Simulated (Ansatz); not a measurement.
# C6O: the cost of one run

Method: DFT PBE+D3(BJ), scalar-relativistic, plane waves, PAW, in Ansatz 0.2.0.

4 further runs of the same task are left out: 1 that didn't finish, 3 set aside as unsound or not needed.

## Step 1: Starting point

Symmetry: C2/m, No. 12, monoclinic system. Conventional cell: a = 4.269 Å, b = 2.465 Å, c = 23.749 Å, α = 90.00°, β = 90.00°, γ = 90.00°. C (site symmetry m) has 3 C at 1.42 Å as nearest neighbours.

Coordinates:

```
CELL_PARAMETERS angstrom
2.46494 0.00000 0.00000
1.23248 2.13469 0.00000
0.00000 0.00000 23.74866
ATOMIC_POSITIONS crystal
C 0.16562 0.16562 0.35791
C 0.49896 0.49896 0.35795
C 0.49791 0.49791 0.49998
C 0.83125 0.83125 0.50002
C 0.83020 0.83020 0.64205
C 0.16354 0.16354 0.64209
```

Planes are indexed in the bulk's conventional cell (C2/m (No. 12)), a = 4.269 Å, b = 2.465 Å, c = 3.660 Å, α = 90.00°, β = 112.81°, γ = 90.00°.

It is a (001) slab, 6.7 Å thick as cut, with 17 Å of vacuum; its outer planes are C (top) and C (bottom). An earlier relaxation, lower half held, gave -1506.3821 eV, work function 4.27 eV, gap on the mesh 16 meV, too small against the smearing to count.

## Step 2: O put at a top (C) site

With the adsorbate the run is spin-polarised.

input.yaml reads:

```yaml
crystal:
  lattice:
    - [2.4649373942, 0.0, 0.0]
    - [1.2324826688, 2.1346903355, 0.0]
    - [0.0, 0.0, 25.748660793]
  atoms:
    - { symbol: C, position: [0.1656238015, 0.1656238015, 0.3301142559] }
    - { symbol: C, position: [0.4989565371, 0.4989565371, 0.3301441472] }
    - { symbol: C, position: [0.4979139708, 0.4979139708, 0.4611480831] }
    - { symbol: C, position: [0.8312467065, 0.8312467065, 0.4611779744] }
    - { symbol: C, position: [0.8302041402, 0.8302041402, 0.5921819102] }
    - { symbol: C, position: [0.1635368758, 0.1635368758, 0.5922118015] }
    - { symbol: O, position: [0.1635368758, 0.1635368758, 0.6473603007], spin: 2.0 }
basis:
  ecutwfc: 420
kpoints:
  mp_grid: { grid: [12, 12, 1] }
hamiltonian:
  xc: pbe
  dispersion: d3bj
scf:
  occupations: { method: gaussian, width: 0.05 }
output:
  forces: true
  eigenvalues: true
  populations: true
  write_density: true
  write_potential: true
  elf: true
  volumetric_format: npy
magnetization:
  spin_polarized: true
relax:
  adjacent_minimum: "off"
  f_tol: 0.03
  max_steps: 70
  constraints: [{ sites: [0, 1] }]
efield:
  axis: 3
  dipole_correction: true
  ramp_width: 0.04
```

Command:

```bash
ansatz run input.yaml --threads 1 --pin off --max-ram 2560MiB --backend cpu --events-out ev --progress --plain --runs-dir out
```

What time and memory should one allow on 1 thread of Intel Xeon Platinum 8259CL at 2.50GHz (Skylake/Cascade Lake), shared host?

About 7.4 min, with a peak of 0.57 GiB.
